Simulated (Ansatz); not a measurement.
# SnO2 (Cassiterite): relaxation of cell and atoms with LDA

SnO2 (Cassiterite):

```xyz
6
Lattice="4.7380 0.0000 0.0000 0.0000 4.7380 0.0000 0.0000 0.0000 3.1865" Properties=species:S:1:pos:R:3 pbc="T T T"
Sn    2.3690    2.3690    1.5933
Sn    0.0000    0.0000    0.0000
O     3.8240    0.9140    1.5933
O     3.2830    3.2830    0.0000
O     0.9140    3.8240    1.5933
O     1.4550    1.4550    0.0000
```

```
Program             : Ansatz 0.2.0
Task                : relaxation of cell and atoms
Functional          : LDA
Potentials or basis : Ansatz PAW
Cutoff              : 420 eV (not typed: the program's choice for these potentials)
k mesh              : 6 × 6 × 8
Occupations         : fermi-dirac, width 0.05 eV
Spin                : no spin polarisation
```

```yaml
Relaxed_volume: 11.86 Å³/atom
Relaxed_cell: a = 4.722 Å, b = 4.722 Å, c = 3.190 Å, α = 90.00°, β = 90.00°, γ = 90.00°
Space_group_after_relaxing_to_0.05_Å: P4_2/mnm (No. 136)
Energy_gained_by_relaxing: 0.6 meV/atom
Ionic_steps: 7
Pressure_after_relaxing: 0.0 GPa
Band_gap_on_the_k_mesh: 1.16 eV
```

Step by step:
| step | energy change (eV) | largest force (eV/Å) | volume (Å³) |
| --- | --- | --- | --- |
| 1 | 0.0000 | 0.1550 | 71.53 |
| 2 | -0.0049 | 0.0551 | 71.24 |
| 3 | -0.0064 | 0.0044 | 71.14 |
| 4 | -0.0062 | 0.0021 | 71.17 |
| 5 | -0.0037 | 0.0016 | 71.17 |
| 6 | -0.0039 | 0.0000 | 71.15 |
| 7 | -0.0038 | 0.0000 | 71.15 |

Final structure:
```xyz
6
Lattice="4.7223 0.0000 0.0000 0.0000 4.7223 0.0000 0.0000 0.0000 3.1905" Properties=species:S:1:pos:R:3 pbc="T T T"
Sn    2.3611    2.3611    1.5952
Sn    0.0000    0.0000    0.0000
O     3.8065    0.9158    1.5952
O     3.2769    3.2769    0.0000
O     0.9158    3.8065    1.5952
O     1.4453    1.4453    0.0000
```

It took 34 s on 2 threads of Intel(R) Xeon(R) Processor @ 2.50GHz (Skylake/Cascade Lake), with other jobs on the host, peak memory 0.42 GiB.

Caveat: the plane-wave basis is chosen anew once the cell has moved, so the energies of steps on either side of that aren't comparable; the pressure holds a Pulay correction of +1.1 GPa for the finite cutoff; spin-orbit coupling is left out, which moves the levels of the heavy elements; the PAW data sets come from PBE, with cores solved anew for the run's functional, which leaves a small shift of forces and pressure. Zero-point motion and thermal expansion aren't in these numbers.
